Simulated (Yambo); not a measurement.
# SiC (Moissanite 3C) (F-43m) in Yambo: a series of runs

One crystal, SiC (Moissanite 3C), is run at these levels: PBE; tasks: optical spectrum, Hartree-Fock levels, G0W0 quasiparticle levels.

Program: Yambo 5.3.0. These are calculated values, not measurements. Logs are shortened: lines on timing, memory, paths and dates and some standing lists are left out, and cuts for length are marked.

**Measured values to compare with.**

“Insight into the structural, elastic and electronic properties of a new orthorhombic 6O-SiC polytype”, 2020, pmc:7200658 quotes, for a bulk crystal of SiC: band gap 2.4 eV (indirect).

The results are compared with them further down.

## (1) Starting point

Symmetry: F-43m, No. 216, cubic system. Conventional cell: a = 4.358 Å, b = 4.358 Å, c = 4.358 Å, α = 90.00°, β = 90.00°, γ = 90.00°. Si (site symmetry -43m) has 4 C at 1.89 Å as nearest neighbours. C (site symmetry -43m) is surrounded by 4 Si at 1.89 Å.

## (2) Optical spectrum, PBE

Input file optics6.in:

```
optics
chi
Chimod= "HARTREE"
% BndsRnXd
 1 | 9 |
%
NGsBlkXd= 1 Ry
% LongDrXd
 1 | 1 | 1 |
%
% QpntsRXd
 1 | 1 |
%
% EnRngeXd
 0 | 10 | eV
%
% DmRngeXd
 0.05 | 0.05 | eV
%
ETStpsXd= 300
```

Input file scf.in:

```
&CONTROL
  calculation = 'scf'
  prefix = 'pwscf'
  outdir = './tmp'
  pseudo_dir = './pseudo'
/
&SYSTEM
  ibrav = 0
  nat = 2
  ntyp = 2
  ecutwfc = 82
  nbnd = 9
  occupations = 'smearing'
  smearing = 'fd'
  degauss = 0.00367493
  force_symmorphic = .true.
/
&ELECTRONS
  conv_thr = 4d-10
  electron_maxstep = 120
  mixing_beta = 0.5
/
ATOMIC_SPECIES
Si    28.0850 Si.upf
C     12.0110 C.upf
CELL_PARAMETERS bohr
   0.0000000000    4.1177132256    4.1177132256
   4.1177132256    0.0000000000    4.1177132256
   4.1177132256    4.1177132256    0.0000000000
ATOMIC_POSITIONS bohr
Si     0.0000000000    0.0000000000    0.0000000000
C      6.1765698383    6.1765698383    6.1765698383
K_POINTS automatic
20 20 20 0 0 0
```

Input file nscf.in:

```
&CONTROL
  calculation = 'nscf'
  prefix = 'pwscf'
  outdir = './tmp'
  pseudo_dir = './pseudo'
/
&SYSTEM
  ibrav = 0
  nat = 2
  ntyp = 2
  ecutwfc = 82
  nbnd = 34
  occupations = 'fixed'
  force_symmorphic = .true.
/
&ELECTRONS
  conv_thr = 1d-08
  diago_full_acc = .true.
  diago_thr_init = 1d-06
/
ATOMIC_SPECIES
Si    28.0850 Si.upf
C     12.0110 C.upf
CELL_PARAMETERS bohr
   0.0000000000    4.1177132256    4.1177132256
   4.1177132256    0.0000000000    4.1177132256
   4.1177132256    4.1177132256    0.0000000000
ATOMIC_POSITIONS bohr
Si     0.0000000000    0.0000000000    0.0000000000
C      6.1765698383    6.1765698383    6.1765698383
K_POINTS automatic
20 20 20 0 0 0
```

Potentials or basis: PseudoDojo 0.4.1 SR PBE standard.

Started as:

```console
> OMP_NUM_THREADS=1 pw.x -in scf.in > scf.out
> OMP_NUM_THREADS=1 pw.x -in nscf.in > nscf.out
> cd tmp/pwscf.save; p2y; mv SAVE ../..; cd ../..
> OMP_NUM_THREADS=1 yambo
> OMP_NUM_THREADS=1 yambo -F optics6.in -J optics6 -C optics6_out
```

Yambo's report:

```text
[... sections 02.01 to 02.04 as in the set-up run ...]

  [02.05] Energies & Occupations
  ==============================

  [X] === General ===
  [X] Electronic Temperature                        :  0.000000  0.000000 [eV K]
  [X] Bosonic    Temperature                        :  0.000000  0.000000 [eV K]
  [X] Finite Temperature mode                       : no
  [X] El. density                                   :  0.38662E+24 [cm-3]
  [X] Fermi Level                                   :  9.494281 [eV]

  [X] === Gaps and Widths ===
  [X] Conduction Band Min                           :  1.362901 [eV]
  [X] Valence Band Max                              :  0.000000 [eV]
  [X] Filled Bands                                  :   4
  [X] Empty Bands                                   :    5   34
  [X] Direct Gap                                    :  4.553576 [eV]
  [X] Direct Gap localized at k                     :  111
  [X] Indirect Gap                                  :  1.362901 [eV]
  [X] Indirect Gap between kpts                     :    1  111
  [X] Last valence band width                       :  4.690407 [eV]
  [X] 1st conduction band width                     :  5.773060 [eV]

 [03] Transferred momenta grid and indexing
 ==========================================

 IBZ Q-points                                      :  256
 BZ  Q-points                                      :   8000

 K/Q-points units:
 rlu = crystal or reduced units; cc = cartesian coordinates; iku = interal k-units

 Q [  1]        [rlu]:  0.000000  0.000000  0.000000
 Q [  2]        [rlu]:  0.64445E-17 -0.49439E-18  0.50000E-01
 Q [  3]        [rlu]:  0.12889E-16 -0.98877E-18  0.10000
 Q [  4]        [rlu]:  0.28288E-17  0.28288E-17  0.15000
 Q [  5]        [rlu]: -0.19775E-17 -0.19775E-17  0.20000
 Q [  6]        [rlu]: -0.16350E-16 -0.16350E-16  0.25000
[... 42 lines left out ...]
 Q [ 49]        [rlu]:  0.16010E-16  0.15000      0.20000
 Q [ 50]        [rlu]:  0.26767E-16  0.15000      0.25000

 Remaining 206 points informations can be written running with -fatlog

 [WARNING] [Xd] User bands 1-9 break level degeneracy

 [04] Dipoles
 ============

  [04.01] Setup: observables and procedures
  =========================================

  [WF-Oscillators/G space/Transverse up loader] Normalization (few states)  min/max  :  0.39499E-16   1.0000

  [WR./optics6//ndb.dipoles]------------------------------------------------------
   Brillouin Zone Q/K grids (IBZ/BZ)                :    256   8000    256   8000
   RL vectors                                       :  2397 [WF]
   Fragmentation                                    : yes
   Electronic Temperature                           :  0.000000 [K]
   Bosonic    Temperature                           :  0.000000 [K]
   DIP band range                                   :   1   9
   DIP band range limits                            :   4   5
   DIP e/h energy range                             : -1.000000 -1.000000 [eV]
   RL vectors in the sum                            :  2397
   [r,Vnl] included                                 : yes
   Bands ordered                                    : yes
   Direct v evaluation                              : no
   Approach used                                    : G-space v
   Dipoles computed                                 : R V P [G-space]
   Wavefunctions                                    : Perdew, Burke & Ernzerhof(X)+Perdew, Burke & Ernzerhof(C)

  [WARNING] [r,Vnl^pseudo] included in position and velocity dipoles.

  [WARNING] In case H contains other non local terms, these are neglected

 [05] Optics
 ===========

 [X-CG] R(p) Tot o/o(of R):    4593  160000     100
```

It took 3.1 min on 1 thread of Arm Neoverse V1, shared host; peak memory 0.6 GiB.

What came out:

```
Band gap on the k mesh, mean-field level                              : 1.36 eV, indirect (least direct gap 4.55 eV)
Absorption peak                                                       : 6.96 eV
Electronic dielectric constant along the field                        : 6.71
Electronic dielectric constant along the field, independent particles : 7.05
```

Dielectric function (along the field direction of the input):
```csv
energy (eV),real part,imaginary part
0.27,6.72,0.04
0.77,6.77,0.04
1.27,6.89,0.04
1.77,7.07,0.05
2.31,7.36,0.05
2.81,7.74,0.06
3.31,8.29,0.08
3.85,9.18,0.12
4.35,10.70,0.25
4.85,12.34,1.97
5.38,14.62,4.94
5.89,15.32,8.59
6.39,13.93,15.76
6.92,4.73,23.65
7.42,-2.28,11.19
7.93,3.71,8.40
8.46,-1.31,13.84
8.96,-4.07,11.37
9.46,-3.35,7.97
10.00,-4.63,5.01
```

Caveat: these spectra lack excitons.

## (3) Optical spectrum, PBE

Input file optics7.in:

```
optics
chi
Chimod= "IP"
% BndsRnXd
 1 | 29 |
%
% LongDrXd
 0 | 1 | 0 |
%
% QpntsRXd
 1 | 1 |
%
% EnRngeXd
 0 | 30 | eV
%
% DmRngeXd
 0.2 | 0.2 | eV
%
ETStpsXd= 200
Gauge= "velocity"
```

scf.in is that of step 2.

nscf.in is that of step 2.

Potentials or basis: PseudoDojo 0.4.1 SR PBE standard.

Started as:

```console
> OMP_NUM_THREADS=1 pw.x -in scf.in > scf.out
> OMP_NUM_THREADS=1 pw.x -in nscf.in > nscf.out
> cd tmp/pwscf.save; p2y; mv SAVE ../..; cd ../..
> OMP_NUM_THREADS=1 yambo
> OMP_NUM_THREADS=1 yambo -F optics7.in -J optics7 -C optics7_out
```

Yambo's report:

```text
[... sections 02.01 to 02.04 as in the set-up run ...]

  [02.05] Energies & Occupations
  ==============================

  [X] === General ===
  [X] Electronic Temperature                        :  0.000000  0.000000 [eV K]
  [X] Bosonic    Temperature                        :  0.000000  0.000000 [eV K]
  [X] Finite Temperature mode                       : no
  [X] El. density                                   :  0.38662E+24 [cm-3]
  [X] Fermi Level                                   :  9.494281 [eV]

  [X] === Gaps and Widths ===
  [X] Conduction Band Min                           :  1.362901 [eV]
  [X] Valence Band Max                              :  0.000000 [eV]
  [X] Filled Bands                                  :   4
  [X] Empty Bands                                   :    5   34
  [X] Direct Gap                                    :  4.553576 [eV]
  [X] Direct Gap localized at k                     :  111
  [X] Indirect Gap                                  :  1.362901 [eV]
  [X] Indirect Gap between kpts                     :    1  111
  [X] Last valence band width                       :  4.690407 [eV]
  [X] 1st conduction band width                     :  5.773060 [eV]

 [03] Transferred momenta grid and indexing
 ==========================================

 IBZ Q-points                                      :  256
 BZ  Q-points                                      :   8000

 K/Q-points units:
 rlu = crystal or reduced units; cc = cartesian coordinates; iku = interal k-units

 Q [  1]        [rlu]:  0.000000  0.000000  0.000000
 Q [  2]        [rlu]:  0.64445E-17 -0.49439E-18  0.50000E-01
 Q [  3]        [rlu]:  0.12889E-16 -0.98877E-18  0.10000
 Q [  4]        [rlu]:  0.28288E-17  0.28288E-17  0.15000
 Q [  5]        [rlu]: -0.19775E-17 -0.19775E-17  0.20000
 Q [  6]        [rlu]: -0.16350E-16 -0.16350E-16  0.25000
[... 42 lines left out ...]
 Q [ 49]        [rlu]:  0.16010E-16  0.15000      0.20000
 Q [ 50]        [rlu]:  0.26767E-16  0.15000      0.25000

 Remaining 206 points informations can be written running with -fatlog

 [WARNING] [Xd] User bands 1-29 break level degeneracy

 [04] Dipoles
 ============

  [04.01] Setup: observables and procedures
  =========================================

  [WF-Oscillators/G space/Transverse up loader] Normalization (few states)  min/max  :  0.22612E-16   1.0000

  [WR./optics7//ndb.dipoles]------------------------------------------------------
   Brillouin Zone Q/K grids (IBZ/BZ)                :    256   8000    256   8000
   RL vectors                                       :  2397 [WF]
   Fragmentation                                    : yes
   Electronic Temperature                           :  0.000000 [K]
   Bosonic    Temperature                           :  0.000000 [K]
   DIP band range                                   :   1  29
   DIP band range limits                            :   4   5
   DIP e/h energy range                             : -1.000000 -1.000000 [eV]
   RL vectors in the sum                            :  2397
   [r,Vnl] included                                 : yes
   Bands ordered                                    : yes
   Direct v evaluation                              : no
   Approach used                                    : G-space v
   Dipoles computed                                 : R V P [G-space]
   Wavefunctions                                    : Perdew, Burke & Ernzerhof(X)+Perdew, Burke & Ernzerhof(C)

  [WARNING] [r,Vnl^pseudo] included in position and velocity dipoles.

  [WARNING] In case H contains other non local terms, these are neglected

 [05] Optics
 ===========

 [X-CG] R(p) Tot o/o(of R):    22016   800000      100
```

It took 3.1 min on 1 thread of Arm Neoverse V1, shared host; peak memory 0.37 GiB.

What came out:

* Band gap on the k mesh, mean-field level: 1.36 eV, indirect (least direct gap 4.55 eV)
* Absorption peak: 6.78 eV
* Electronic dielectric constant along the field: 7.15

Dielectric function (along the field direction of the input):
```tsv
energy (eV)	real part	imaginary part
0.30	7.16	0.17
1.21	7.33	0.18
2.26	7.82	0.23
3.32	8.87	0.37
4.37	11.43	1.05
5.43	14.20	5.97
6.48	12.58	16.15
7.39	-0.79	12.78
8.44	-1.66	13.01
9.50	-4.35	7.75
10.55	-3.98	4.87
11.61	-2.85	2.71
12.66	-2.69	2.18
13.57	-2.01	1.68
14.62	-1.69	1.28
15.68	-1.40	1.05
16.73	-1.05	0.63
17.79	-0.74	0.53
18.84	-0.53	0.40
19.90	-0.32	0.30
```

Energy-loss function:
```csv
energy (eV),loss
0.0,0.003
1.4,0.003
2.6,0.004
3.9,0.006
5.3,0.023
6.5,0.039
7.8,0.095
9.2,0.093
10.4,0.122
11.8,0.198
13.1,0.220
14.3,0.277
15.7,0.342
16.9,0.466
18.2,0.717
19.6,1.251
20.8,2.667
22.2,3.776
23.5,3.210
24.7,2.485
26.1,1.482
27.4,0.770
28.6,0.750
30.0,0.596
```

Caveat: independent-particle spectra lack excitons. A k mesh can miss the band edges.

## (4) Hartree-Fock levels, PBE

Input file hf1.in:

```
rim_cut
HF_and_locXC
RandQpts= 1000000
RandGvec= 50 RL
EXXRLvcs= 82 Ry
VXCRLvcs= 82 Ry
% QPkrange
 1 | 29 | 4 | 6 |
%
```

Input file scf.in:

```
&CONTROL
  calculation = 'scf'
  prefix = 'pwscf'
  outdir = './tmp'
  pseudo_dir = './pseudo'
/
&SYSTEM
  ibrav = 0
  nat = 2
  ntyp = 2
  ecutwfc = 82
  nbnd = 9
  occupations = 'smearing'
  smearing = 'fd'
  degauss = 0.00367493
  force_symmorphic = .true.
/
&ELECTRONS
  conv_thr = 4d-10
  electron_maxstep = 120
  mixing_beta = 0.5
/
ATOMIC_SPECIES
Si    28.0850 Si.upf
C     12.0110 C.upf
CELL_PARAMETERS angstrom
   0.0000000000    2.1790000000    2.1790000000
   2.1790000000    0.0000000000    2.1790000000
   2.1790000000    2.1790000000    0.0000000000
ATOMIC_POSITIONS crystal
Si     0.0000000000    0.0000000000    0.0000000000
C      0.7500000000    0.7500000000    0.7500000000
K_POINTS automatic
10 10 10 0 0 0
```

Input file nscf.in:

```
&CONTROL
  calculation = 'nscf'
  prefix = 'pwscf'
  outdir = './tmp'
  pseudo_dir = './pseudo'
/
&SYSTEM
  ibrav = 0
  nat = 2
  ntyp = 2
  ecutwfc = 82
  nbnd = 304
  occupations = 'fixed'
  force_symmorphic = .true.
/
&ELECTRONS
  conv_thr = 1d-08
  diago_full_acc = .true.
  diago_thr_init = 1d-06
/
ATOMIC_SPECIES
Si    28.0850 Si.upf
C     12.0110 C.upf
CELL_PARAMETERS angstrom
   0.0000000000    2.1790000000    2.1790000000
   2.1790000000    0.0000000000    2.1790000000
   2.1790000000    2.1790000000    0.0000000000
ATOMIC_POSITIONS crystal
Si     0.0000000000    0.0000000000    0.0000000000
C      0.7500000000    0.7500000000    0.7500000000
K_POINTS automatic
8 8 8 0 0 0
```

Potentials or basis: PseudoDojo 0.4.1 SR PBE standard.

Started as:

```console
> OMP_NUM_THREADS=1 pw.x -in scf.in > scf.out
> OMP_NUM_THREADS=1 pw.x -in nscf.in > nscf.out
> cd tmp/pwscf.save; p2y; mv SAVE ../..; cd ../..
> OMP_NUM_THREADS=1 yambo
> mkdir -p hf1; ln -s $PWD/g0w00/ndb.RIM hf1/
> OMP_NUM_THREADS=1 yambo -F hf1.in -J hf1 -C hf1_out
```

Yambo's report:

```text
[... sections 02.01 to 02.04 as in the set-up run ...]

  [02.05] Energies & Occupations
  ==============================

  [X] === General ===
  [X] Electronic Temperature                        :  0.000000  0.000000 [eV K]
  [X] Bosonic    Temperature                        :  0.000000  0.000000 [eV K]
  [X] Finite Temperature mode                       : no
  [X] El. density                                   :  0.38662E+24 [cm-3]
  [X] Fermi Level                                   :  9.494465 [eV]

  [X] === Gaps and Widths ===
  [X] Conduction Band Min                           :  1.362759 [eV]
  [X] Valence Band Max                              :  0.000000 [eV]
  [X] Filled Bands                                  :   4
  [X] Empty Bands                                   :    5  304
  [X] Direct Gap                                    :  4.553490 [eV]
  [X] Direct Gap localized at k                     :  21
  [X] Indirect Gap                                  :  1.362759 [eV]
  [X] Indirect Gap between kpts                     :   1  21
  [X] Last valence band width                       :  4.690502 [eV]
[... 99 lines left out ...]
 <4|nlXC|4> = -17.50051 -0.81332E-17 <4|lXC|4> = -14.92293  0.18879E-15
 <5|nlXC|5> = -7.620659  0.97658E-18 <5|lXC|5> = -13.21510  0.37764E-15
 <6|nlXC|6> = -5.881717  0.25355E-17 <6|lXC|6> = -11.32828 -0.18879E-15
[... 136 lines left out ...]
  Corrections @ K [29] :  [eV]
 <4|nlXC|4> = -16.37013 -0.12760E-16 <4|lXC|4> = -12.30211  0.11829E-16
 <5|nlXC|5> = -7.133395 -0.51263E-18 <5|lXC|5> = -12.28627 -0.23414E-20
 <6|nlXC|6> = -5.006729 -0.64476E-18 <6|lXC|6> = -11.41786 -0.47206E-16

  [05.01] Hartree-Fock occupations report
  =======================================

  [Hartree-Fock] === General ===
  [Hartree-Fock] Electronic Temperature             :  0.000000  0.000000 [eV K]
  [Hartree-Fock] Bosonic    Temperature             :  0.000000  0.000000 [eV K]
  [Hartree-Fock] Finite Temperature mode            : no
  [Hartree-Fock] El. density                        :  0.38662E+24 [cm-3]
  [Hartree-Fock] Fermi Level                        :  9.494465 [eV]

  [Hartree-Fock] === Gaps and Widths ===
  [Hartree-Fock] Conduction Band Min                :  5.390767 [eV]
  [Hartree-Fock] Valence Band Max                   : -2.577584 [eV]
  [Hartree-Fock] Filled Bands                       :   4
  [Hartree-Fock] Empty Bands                        :    5  304
  [Hartree-Fock] Direct Gap                         :  12.38858 [eV]
  [Hartree-Fock] Direct Gap localized at k          :  21
  [Hartree-Fock] Indirect Gap                       :  7.968352 [eV]
  [Hartree-Fock] Indirect Gap between kpts          :   1  21
  [Hartree-Fock] Last valence band width            :  6.180944 [eV]
  [Hartree-Fock] 1st conduction band width          :  7.217472 [eV]
```

o-hf1.hf:

```text
#    K-point            Band               Eo [eV]            Ehf [eV]           Vxc [eV]           Vnlxc [eV]
#
        1                   4                 0.000000          -2.577584          -14.92293          -17.50051
        1                   5                 6.224634           11.81907          -13.21510          -7.620659
        1                   6                 7.312610           12.75918          -11.32828          -5.881717
        2                   4                -0.201245          -2.852025          -14.80340          -17.45418
        2                   5                 6.469624           11.95481          -12.43109          -6.945902
        2                   6                 7.662733           13.26232          -11.44998          -5.850396
[... 79 lines left out ...]
        29                  5                 5.214272           10.36715          -12.28627          -7.133395
        29                  6                 9.440200           15.85133          -11.41786          -5.006729
#
```

It took 3.7 min on 1 thread of Arm Neoverse V2, shared host; peak memory 0.26 GiB.

Results:

| Property | Result |
| --- | --- |
| Band gap on the k mesh, mean-field level | 1.36 eV, indirect (least direct gap 4.55 eV) |
| Quasiparticle gap | 7.97 eV |
| Least direct quasiparticle gap | 12.39 eV |
| Quasiparticle gap at Γ | 14.40 eV |
| Band gap of the same states before the correction | 1.36 eV |

Quasiparticle terms (eV):
| k point | band | Kohn-Sham level | Vxc | Σx | Σc | Z | result |
| --- | --- | --- | --- | --- | --- | --- | --- |
| (0.000, 0.000, 0.000) | 4 | 0.00 | -14.92 | -17.50 | - | - | -2.58 |
| (0.000, 0.000, 0.000) | 5 | 6.22 | -13.22 | -7.62 | - | - | 11.82 |
| (0.000, 0.000, 0.000) | 6 | 7.31 | -11.33 | -5.88 | - | - | 12.76 |
| (0.000, 0.000, 0.125) | 4 | -0.20 | -14.80 | -17.45 | - | - | -2.85 |
| (0.000, 0.000, 0.125) | 5 | 6.47 | -12.43 | -6.95 | - | - | 11.95 |
| (0.000, 0.000, 0.125) | 6 | 7.66 | -11.45 | -5.85 | - | - | 13.26 |
| (0.000, 0.000, 0.250) | 4 | -0.61 | -14.62 | -17.44 | - | - | -3.43 |
| (0.000, 0.000, 0.250) | 5 | 5.99 | -12.06 | -6.76 | - | - | 11.28 |
| (0.000, 0.000, 0.250) | 6 | 7.91 | -11.38 | -5.66 | - | - | 13.64 |
| (0.000, 0.000, 0.375) | 4 | -0.94 | -14.52 | -17.49 | - | - | -3.90 |
| (0.000, 0.000, 0.375) | 5 | 5.57 | -12.12 | -6.92 | - | - | 10.78 |
| (0.000, 0.000, 0.375) | 6 | 7.49 | -11.09 | -5.51 | - | - | 13.07 |
| (0.000, 0.000, -0.500) | 4 | -1.05 | -14.50 | -17.51 | - | - | -4.07 |
| (0.000, 0.000, -0.500) | 5 | 5.43 | -12.17 | -6.99 | - | - | 10.61 |
| (0.000, 0.000, -0.500) | 6 | 7.24 | -10.99 | -5.48 | - | - | 12.74 |
| (0.000, 0.125, 0.125) | 4 | -0.70 | -14.47 | -17.30 | - | - | -3.53 |
| (0.000, 0.125, 0.125) | 5 | 6.19 | -11.19 | -6.02 | - | - | 11.36 |
| (0.000, 0.125, 0.125) | 6 | 7.21 | -13.31 | -7.40 | - | - | 13.13 |
| (0.000, 0.125, 0.250) | 4 | -0.99 | -14.43 | -17.36 | - | - | -3.91 |
| (0.000, 0.125, 0.250) | 5 | 5.71 | -11.26 | -6.13 | - | - | 10.84 |

[end of part 1 of 2]
